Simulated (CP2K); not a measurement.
Crystal: C.

```
C
1.0
     2.52210    0.00000    0.00000
    -1.26105    2.18420    0.00000
     0.00000    0.00000    8.23710
C
8
Direct
  0.66667 0.33333 0.84375
  0.33333 0.66667 0.34375
  0.66667 0.33333 0.65625
  0.33333 0.66667 0.15625
  0.00000 0.00000 0.90625
  0.00000 0.00000 0.40625
  0.00000 0.00000 0.59375
  0.00000 0.00000 0.09375
```

This is a hexagonal form of diamond, not graphite.

Base run:

```yaml
Program: CP2K 2026.2
Functional: RPBE
Potentials_or_basis: POTENTIAL_UZH C GTH-PBE-q4; DZVP-MOLOPT-PBE-GTH basis
Density_cutoff: 9184 eV
k_mesh: 9 × 9 × 3
Occupations: fermi-dirac, width 0.05 eV
Spin: no spin polarisation
```

Its results: band gap on the k mesh 5.04 eV, indirect (least direct gap 5.31 eV); pressure 5.7 GPa; largest force 0.341 eV/Å.

Task: After a change of settings the same cell gave: band gap on the k mesh 4.80 eV, indirect (least direct gap 5.23 eV); pressure 0.7 GPa; largest force 0.346 eV/Å. Which change was it?
A. functional from RPBE to PBE
B. functional from RPBE to LDA
C. functional from RPBE to PW91
D. functional from RPBE to TASK

Result: B.

LDA binds more tightly than RPBE, so the same cell stands under less pressure.

Caveats: the potentials were made for another functional, which shifts forces and pressure; an odd mesh through Γ misses points on the zone boundary, where band edges often lie; the basis of atomic orbitals isn't converged, which shifts pressures, moduli and gaps.
